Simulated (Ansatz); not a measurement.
**What a trial cell of Zr relaxes into**

Method: DFT PBE, scalar-relativistic, plane waves, PAW in Ansatz. Cutoff 420 eV, Γ-centred k mesh, Gaussian smearing, no spin polarisation in the final step.

Zr was placed on the sites of a reported C cell (P6_3/mmc, No. 194), at a guessed volume.

```xyz
8
Lattice="3.9029 0.0000 0.0000 -1.9514 3.3800 0.0000 0.0000 0.0000 12.7467" Properties=species:S:1:pos:R:3 pbc="T T T"
Zr    0.0000    0.0000    1.1950
Zr    0.0000    0.0000    7.5683
Zr    0.0000    0.0000    5.1783
Zr    0.0000    0.0000   11.5517
Zr    0.0000    2.2533    1.9917
Zr    1.9514    1.1267    8.3650
Zr    0.0000    2.2533    4.3817
Zr    1.9514    1.1267   10.7550
```

Cell and atoms relax at zero pressure; the relaxation can't lower the symmetry of the start. After a coarse first stage the cell is made exact in the group found at 0.06 Å.

Energies count from the standard state of Zr at the same level.

Question: Describe the relaxed structure.

Answer: It ends in P6/mmm (No. 191). Conventional cell: a = 4.917 Å, c = 5.978 Å. Zr on Wyckoff site e (2 atoms of the primitive cell) is coordinated by 1 Zr at 2.79 Å and 7 Zr at 3.16–3.19 Å; Zr on Wyckoff site c (2 atoms of the primitive cell) is coordinated by 3 Zr at 2.84 Å and 6 Zr at 3.16 Å.

```xyz
4
Lattice="4.9173 0.0000 0.0000 -2.4586 4.2585 0.0000 0.0000 0.0000 5.9778" Properties=species:S:1:pos:R:3 pbc="T T T"
Zr    0.0000    0.0000    1.3938
Zr    0.0000    0.0000    4.5840
Zr    0.0000    2.8390    0.0000
Zr    2.4586    1.4195    0.0000
```

Question: What are its volume, energy, density and gap?

Answer: The volume per atom is 31.29 Å³ and the density is 4.84 g/cm³. The energy over the standard structure is 0.86 eV/atom and the gap on the 12×12×8 mesh is 0 eV (a metal).

The final run used a 12×12×8 mesh on its 4-atom cell and 0.10 eV smearing. The k mesh leaves about 4 meV/atom of noise in metals. A structure relaxed within its symmetry needn't be a true minimum.